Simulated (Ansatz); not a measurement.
Crystal: MnAs.

```xyz
4
Lattice="3.7100 0.0000 0.0000 -1.8550 3.2130 0.0000 0.0000 0.0000 5.6910" Properties=species:S:1:pos:R:3 pbc="T T T"
As    1.8550    1.0710    4.2683
As    0.0000    2.1420    1.4227
Mn    0.0000    0.0000    2.8455
Mn    0.0000    0.0000    0.0000
```

- Program: Ansatz 0.2.0
- Task: relaxation of cell and atoms
- Functional: LDA
- Potentials or basis: Ansatz PAW
- Cutoff: 420 eV (not typed: the program's choice for these potentials)
- k mesh: 8 × 8 × 5
- Occupations: fermi-dirac, width 0.05 eV
- Spin: collinear spin, ferromagnetic start
- Starting moments: [0.0, 0.0, 4.0, 4.0] μB

At the start: volume 16.96 Å³/atom.

Problem. How do energy, volume and symmetry change on relaxing?

Solution. It ends after 7 steps and the volume is 13.94 Å³/atom (-17.8 %); space group P6_3/mmc (No. 194, to 0.05 Å); moment 3.96 μB per cell.

The path:
| step | energy change (eV) | largest force (eV/Å) | volume (Å³) |
| --- | --- | --- | --- |
| 1 | 0.0000 | 0.0000 | 67.84 |
| 2 | -0.5425 | 0.0000 | 60.55 |
| 3 | -0.6261 | 0.0000 | 53.04 |
| 4 | -0.6843 | 0.0000 | 56.24 |
| 5 | -0.6864 | 0.0000 | 55.72 |
| 6 | -0.6864 | 0.0000 | 55.77 |
| 7 | -0.6841 | 0.0000 | 55.77 |

Final structure:
```
As Mn
1.0
     3.50493    0.00000    0.00000
    -1.75247    3.03536    0.00000
     0.00000    0.00000    5.24188
As Mn
2 2
Direct
  0.66667 0.33333 0.75000
  0.33333 0.66667 0.25000
  0.00000 0.00000 0.50000
  0.00000 0.00000 0.00000
```

Caveat: the volume moved by over 15 % at a fixed basis, so the end points are rough; the plane-wave basis is chosen anew once the cell has moved, so the energies of steps on either side of that aren't comparable; the volume moved by -18 % from the deposited cell, more than functionals usually miss; only a ferromagnetic start was run, and an antiferromagnetic order may lie lower in energy; the PAW data sets come from PBE, with cores solved anew for the run's functional, which leaves a small shift of forces and pressure.
